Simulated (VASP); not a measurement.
The system is CsI.

```
CELL_PARAMETERS angstrom
4.56670 0.00000 0.00000
0.00000 4.56670 0.00000
0.00000 0.00000 4.56670
ATOMIC_POSITIONS crystal
Cs 0.00000 0.00000 0.00000
I 0.50000 0.50000 0.50000
```

```yaml
Program: VASP 6.6.1
Task: relaxation of cell and atoms
Functional: PBEsol
Potentials_or_basis: VASP PAW PBE potentials, release 64 (Cs_sv, I)
Cutoff: 600 eV
k_mesh: 6 × 6 × 6
Occupations: gaussian, width 0.02 eV
Spin: no spin polarisation
```

At the start: pressure -0.4 GPa; volume 47.62 Å³/atom.

Problem. How do energy, volume and symmetry change on relaxing?

Solution. Over 3 steps the energy falls by 2.2 meV/atom and the volume is 45.91 Å³/atom (-3.6 %); space group Pm-3m (No. 221, to 0.05 Å).

The path:
```tsv
step	energy change (eV)	largest force (eV/Å)	pressure (GPa)	volume (Å³)
1	0.0000	0.0000	-0.41	95.24
2	-0.0033	0.0000	-0.22	93.57
3	-0.0044	0.0000	0.01	91.83
```

Final structure:
```xyz
2
Lattice="4.5116 0.0000 0.0000 0.0000 4.5116 0.0000 0.0000 0.0000 4.5116" Properties=species:S:1:pos:R:3 pbc="T T T"
Cs    0.0000    0.0000    0.0000
I     2.2558    2.2558    2.2558
```

Caveat: the PAW data sets were made with another functional, which shifts forces and pressure a little.
